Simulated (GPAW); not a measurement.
# TiCo (Pm-3m) in GPAW: settings compared

One crystal, TiCo, is run at these levels: LDA, r2SCAN; tasks: equation of state.

Program: GPAW 26.7.0. These are calculated values, not measurements. Logs are shortened: lines on timing, memory, paths and dates and some standing lists are left out, and cuts for length are marked. The log counts tension as positive stress, the text compression.

## (1) The structure

It takes space group Pm-3m (No. 221, cubic). Conventional cell: a = 2.986 Å, b = 2.986 Å, c = 2.986 Å, α = 90.00°, β = 90.00°, γ = 90.00°. Co (site symmetry m-3m) has 8 Ti at 2.59 Å as nearest neighbours. Ti (site symmetry m-3m) has 8 Co at 2.59 Å as nearest neighbours.

The cell comes from a database or a generator and needn't be the stable form of this composition.

## (2) Equation of state, LDA, collinear spin, ferromagnetic start

File run.py:

```python
from ase import Atoms
from ase.eos import EquationOfState
from ase.io import Trajectory
from ase.units import GPa
from gpaw import GPAW, PW

atoms = Atoms(['Co', 'Ti'],
              cell=[[2.98611099, 0.0, 0.0],
                    [0.0, 2.98611099, 0.0],
                    [0.0, 0.0, 2.98611099]],
              scaled_positions=[[0.5, 0.5, 0.5],
                                [0.0, 0.0, 0.0]],
              pbc=True)
atoms.set_initial_magnetic_moments([2.0, 1.0])

traj = Trajectory('eos.traj', 'w')
volumes, energies = [], []
for x in [0.94, 0.96, 0.98, 1.0, 1.02, 1.04, 1.06]:
    a = atoms.copy()
    a.set_cell(atoms.cell * x**(1 / 3), scale_atoms=True)
    calc = GPAW(mode=PW(600),
                xc='LDA',
                kpts={'size': (9, 9, 9), 'gamma': True},
                occupations={'name': 'fermi-dirac', 'width': 0.05},
                nbands=23,
                convergence={'density': 1e-05, 'energy': 1e-05},
                maxiter=150,
                txt=f'eos-{x:.2f}.txt')
    a.calc = calc
    energies.append(a.get_potential_energy(force_consistent=True))
    volumes.append(a.get_volume())
    p = -a.get_stress()[:3].mean() / GPa
    calc.write(f'eos-{x:.2f}.gpw')
    traj.write(a)
    print(f'{x:.2f} {volumes[-1]:10.4f} A^3 {energies[-1]:14.6f} eV {p:9.3f} GPa', flush=True)

v0, e0, B = EquationOfState(volumes, energies, eos='birchmurnaghan').fit()
print(f'V0 = {v0:.4f} A^3, E0 = {e0:.6f} eV, B0 = {B / GPa:.2f} GPa')
```

Potentials or basis: the program's PAW data sets (release 1.2.1) made for this functional, pw.

Command:

```console
OMP_NUM_THREADS=1 python run.py
```

The program printed:

```text
__  _  _
 | _ |_)|_||  |
 |__||  | ||/\| - 26.7.0

Input parameters:
  mode=PW(ecut=600.0),
  convergence={'density': 1e-05, 'energy': 1e-05},
  kpts=MonkhorstPack(size=(9, 9, 9), gamma=True),
  maxiter=150,
  nbands=23,
  occupations=Occupations(name='fermi-dirac', width=0.05),
  xc=XC(name='LDA')

Diagonalizing LCAO Hamiltonian
Converting LCAO to pw mode
   .------.
  /|      |
 * |      |
 | | Co   |
 | .------.
 |/      /
 Ti-----*

Atoms  # Å, Bohr magnetons
|   | symbol |        x |        y |        z |    initial magnetic moments |
|---|--------|----------|----------|----------|-----------------------------|
| 0 |     Co | 1.472877 | 1.472877 | 1.472877 | ( 0.0000,  0.0000,  2.0000) |
| 1 |     Ti | 0.000000 | 0.000000 | 0.000000 | ( 0.0000,  0.0000,  1.0000) |

Unit cell  # Å
| periodic |        x |        y |        z |  lengths |    angles |
|----------|----------|----------|----------|----------|-----------|
|      yes | 2.945753 | 0.000000 | 0.000000 | 2.945753 | 90.000000 |
|      yes | 0.000000 | 2.945753 | 0.000000 | 2.945753 | 90.000000 |
|      yes | 0.000000 | 0.000000 | 2.945753 | 2.945753 | 90.000000 |

Number of symmetries: 48
Symmetry operations  # r_c * U_cc + t_c -> r_c
|    | kind |            matrix            |
|----|------|------------------------------|
|  0 |  E   |  1, 0, 0,  0, 1, 0,  0, 0, 1 |
|  1 |  σ   |  1, 0, 0,  0, 1, 0,  0, 0,-1 |
|  2 |  σ   |  1, 0, 0,  0, 0, 1,  0, 1, 0 |
|  3 |  C4  |  1, 0, 0,  0, 0, 1,  0,-1, 0 |
|  4 |  C4  |  1, 0, 0,  0, 0,-1,  0, 1, 0 |
|  5 |  σ   |  1, 0, 0,  0, 0,-1,  0,-1, 0 |
|  6 |  σ   |  1, 0, 0,  0,-1, 0,  0, 0, 1 |
|  7 |  C2  |  1, 0, 0,  0,-1, 0,  0, 0,-1 |
|  8 |  σ   |  0, 1, 0,  1, 0, 0,  0, 0, 1 |
|  9 |  C2  |  0, 1, 0,  1, 0, 0,  0, 0,-1 |
| 10 |  C3  |  0, 1, 0,  0, 0, 1,  1, 0, 0 |
| 11 |  S6  |  0, 1, 0,  0, 0, 1, -1, 0, 0 |
| 12 |  S6  |  0, 1, 0,  0, 0,-1,  1, 0, 0 |
| 13 |  C3  |  0, 1, 0,  0, 0,-1, -1, 0, 0 |
| 14 |  C4  |  0, 1, 0, -1, 0, 0,  0, 0, 1 |
| 15 |  S4  |  0, 1, 0, -1, 0, 0,  0, 0,-1 |
| 16 |  C3  |  0, 0, 1,  1, 0, 0,  0, 1, 0 |
| 17 |  S6  |  0, 0, 1,  1, 0, 0,  0,-1, 0 |
| 18 |  σ   |  0, 0, 1,  0, 1, 0,  1, 0, 0 |
| 19 |  C4  |  0, 0, 1,  0, 1, 0, -1, 0, 0 |
| 20 |  C2  |  0, 0, 1,  0,-1, 0,  1, 0, 0 |
| 21 |  S4  |  0, 0, 1,  0,-1, 0, -1, 0, 0 |
| 22 |  S6  |  0, 0, 1, -1, 0, 0,  0, 1, 0 |
| 23 |  C3  |  0, 0, 1, -1, 0, 0,  0,-1, 0 |
| 24 |  S6  |  0, 0,-1,  1, 0, 0,  0, 1, 0 |
| 25 |  C3  |  0, 0,-1,  1, 0, 0,  0,-1, 0 |
| 26 |  C4  |  0, 0,-1,  0, 1, 0,  1, 0, 0 |
| 27 |  σ   |  0, 0,-1,  0, 1, 0, -1, 0, 0 |
| 28 |  S4  |  0, 0,-1,  0,-1, 0,  1, 0, 0 |
| 29 |  C2  |  0, 0,-1,  0,-1, 0, -1, 0, 0 |
| 30 |  C3  |  0, 0,-1, -1, 0, 0,  0, 1, 0 |
| 31 |  S6  |  0, 0,-1, -1, 0, 0,  0,-1, 0 |
| 32 |  C4  |  0,-1, 0,  1, 0, 0,  0, 0, 1 |
| 33 |  S4  |  0,-1, 0,  1, 0, 0,  0, 0,-1 |
| 34 |  S6  |  0,-1, 0,  0, 0, 1,  1, 0, 0 |
| 35 |  C3  |  0,-1, 0,  0, 0, 1, -1, 0, 0 |
| 36 |  C3  |  0,-1, 0,  0, 0,-1,  1, 0, 0 |
| 37 |  S6  |  0,-1, 0,  0, 0,-1, -1, 0, 0 |
[... 93 lines left out ...]
    cutoffs:
      filter: 2.23  # [Å]
      core: 1.02  # [Å]
    projectors
    | kind |    occ | energy [eV] | rcut [Å] |
    |------|--------|-------------|----------|
    |   3s |  2.000 |     -62.257 |    1.270 |
    |   4s |  2.000 |      -4.593 |    1.270 |
    |   3p |  6.000 |     -38.791 |    1.058 |
    |   4p |  0.000 |      -1.536 |    1.058 |
    |   3d |  2.000 |      -4.463 |    1.058 |
    |    d |        |      22.748 |    1.058 |

    Using partial waves for Ti as LCAO basis

Reference energy: -61012.215763  # eV

eigensolver:
  PPCG
  Converge bands: occupied
  niter=2

density mixing:
  MSR1-Mixer
  Pratt-step length: 0.05
  Maximum mixing coefficient: 0.75
  Old densities: 10
  SVD Regularization: 0.005
  Good broyden scale: 1.0
  Trust region scale: 1.0
  Backstep threshold: 4.0
  History deletion threshold: 6.0
  Fourier metric: weight=20.0, sigma=0.015

occupation numbers:
  Fermi-Dirac:
    width: 0.0500  # eV

poisson solver:
  ecut: 4800.0  # eV

xc functional:
  name: None

convergence criteria:
- Maximum integral of absolute [dens]ity change: 1e-05 electrons / valence electron
- Maximum [total energy] change in last 3 cyles: 1e-05 eV / valence electron
- Maximum integral of absolute [eigenst]ate change: 4e-08 eV^2 / valence electron
maximum number of iterations: 150

SCF iterations
|iter     | |      energy | eigst |  dens |  magmom |
|---------|-|-------------|-------|-------|---------|
|iter:   1| |  -18.291940 | +0.21 |       |  +3.0071|
|iter:   2| |  -17.790920 | -2.05 | -0.71 |  +2.9003|
|iter:   3| |  -17.566359 | -2.37 | -0.83 |  +2.5626|
|iter:   4| |  -17.637185 | -2.14 | -0.98 |  +1.8964|
|iter:   5| |  -17.709134 | -3.23 | -1.24 |  +1.4081|
|iter:   6| |  -17.765528 | -3.13 | -1.52 |  +0.7957|
|iter:   7| |  -17.761915 | -3.39 | -1.64 |  +0.5403|
|iter:   8| |  -17.765974 | -4.06 | -2.04 |  +0.4361|
|iter:   9| |  -17.767659 | -4.04 | -2.14 |  +0.4361|
|iter:  10| |  -17.767816 | -4.77 | -2.55 |  +0.4294|
|iter:  11| |  -17.767884 | -5.97 | -2.82 |  +0.4457|
|iter:  12| |  -17.767901c| -6.90 | -3.45 |  +0.4466|
|iter:  13| |  -17.767912c| -7.49c| -4.01 |  +0.4479|
|iter:  14| |  -17.767917c| -8.09c| -4.51 |  +0.4485|
|iter:  15| |  -17.767917c| -8.52c| -5.20c|  +0.4486|

Converged in 15 steps
Energy contributions relative to reference atoms: (reference = -61012.215763)

Energy contributions:
  Kinetic:          15.300057
  Coulomb:         -13.772591
  Zero:             -0.026375
  External:          0.000000
  Xc:              -19.260045
  Entropy:          -0.017926
  Spinorbit:         0.000000
  ----------------------------
  Free energy:     -17.776880
  Extrapolated:    -17.767917

dipole moment: (-9.437702, -9.437702, -9.437702)  # |e|*Ang

Total magnetic moment: (0.000000, 0.000000, 0.448586)

Local magnetic moments
|        x |        y |         z |
|----------|----------|-----------|
| 0.000000 | 0.000000 |  0.457524 |  # Co   0
| 0.000000 | 0.000000 | -0.003497 |  # Ti   1

Fermi level: 10.383
Eigenvalues  # (at kpt = [0.000, 0.000, 0.000])
| band index |      eig [eV] | occ [0-1] |      eig [eV] | occ [0-1] |
|------------|---------------|-----------|---------------|-----------|
|          0 |       -46.104 |     1.000 |       -46.106 |     1.000 |
|        ... |               |           |               |           |
|          2 |       -22.516 |     1.000 |       -22.519 |     1.000 |
|          3 |       -22.516 |     1.000 |       -22.519 |     1.000 |
|          4 |         2.554 |     1.000 |         2.588 |     1.000 |
|          5 |         6.239 |     1.000 |         6.507 |     1.000 |
|          6 |         6.239 |     1.000 |         6.507 |     1.000 |
|          7 |         8.689 |     1.000 |         8.994 |     1.000 |
[... 8 lines left out ...]
|         16 |        19.585 |     0.000 |        19.634 |     0.000 |
|         17 |        19.585 |     0.000 |        19.634 |     0.000 |
|        ... |               |           |               |           |
|         22 |        31.870 |     0.000 |        31.864 |     0.000 |

No gap
No difference between direct/indirect transitions

Stress tensor  # eV/Ang^3
|        x |        y |        z |
|----------|----------|----------|
| 0.053431 | 0.000000 | 0.000000 |
| 0.000000 | 0.053431 | 0.000000 |
| 0.000000 | 0.000000 | 0.053431 |

# Writing to eos-0.96.gpw (mode='')
```

stdout:

```text
0.94    25.0291 A^3     -17.795095 eV    -4.696 GPa
0.96    25.5617 A^3     -17.776880 eV    -8.561 GPa
0.98    26.0942 A^3     -17.746664 eV   -12.006 GPa
1.00    26.6267 A^3     -17.705144 eV   -15.088 GPa
1.02    27.1593 A^3     -17.654111 eV   -17.825 GPa
1.04    27.6918 A^3     -17.594503 eV   -20.252 GPa
1.06    28.2243 A^3     -17.527106 eV   -22.397 GPa
<dir> UserWarning: The minimum volume of your fit is not in your volumes.  You may not have a minimum in your dataset!
  warnings.warn(
V0 = 24.6076 A^3, E0 = -17.799687 eV, B0 = 211.03 GPa
```

eos-1.00.txt:

```text
SCF iterations
|iter     | |      energy | eigst |  dens |  magmom |
|---------|-|-------------|-------|-------|---------|
|iter:   1| |  -18.321116 | +0.20 |       |  +3.0071|
|iter:   2| |  -17.739348 | -2.00 | -0.70 |  +2.9000|
|iter:   3| |  -17.506475 | -2.42 | -0.83 |  +2.5906|
|iter:   4| |  -17.563502 | -2.08 | -0.97 |  +1.9619|
|iter:   5| |  -17.633158 | -3.44 | -1.22 |  +1.5144|
[... 60 lines left out ...]
|         22 |        30.979 |     0.000 |        30.963 |     0.000 |

No gap
No difference between direct/indirect transitions

Stress tensor  # eV/Ang^3
|        x |        y |        z |
|----------|----------|----------|
| 0.094171 | 0.000000 | 0.000000 |
| 0.000000 | 0.094171 | 0.000000 |
| 0.000000 | 0.000000 | 0.094171 |

# Writing to eos-1.00.gpw (mode='')
```

It took 4.4 min on 1 thread of Arm Neoverse V2, shared host; peak memory 0.29 GiB.

Results:

```yaml
Equilibrium_volume: "12.30 Å³/atom (rough: see the caveat)"
Bulk_modulus: 211 GPa (rough)
```

Energy against volume, from the lowest point:
```tsv
volume (Å³/atom)	energy (meV/atom)
12.515	0.00
12.781	9.11
13.047	24.22
13.313	44.98
13.580	70.49
13.846	100.30
14.112	133.99
```

Caveat: the minimum lies outside the volumes run.

(Continued in part 2 of 2.)
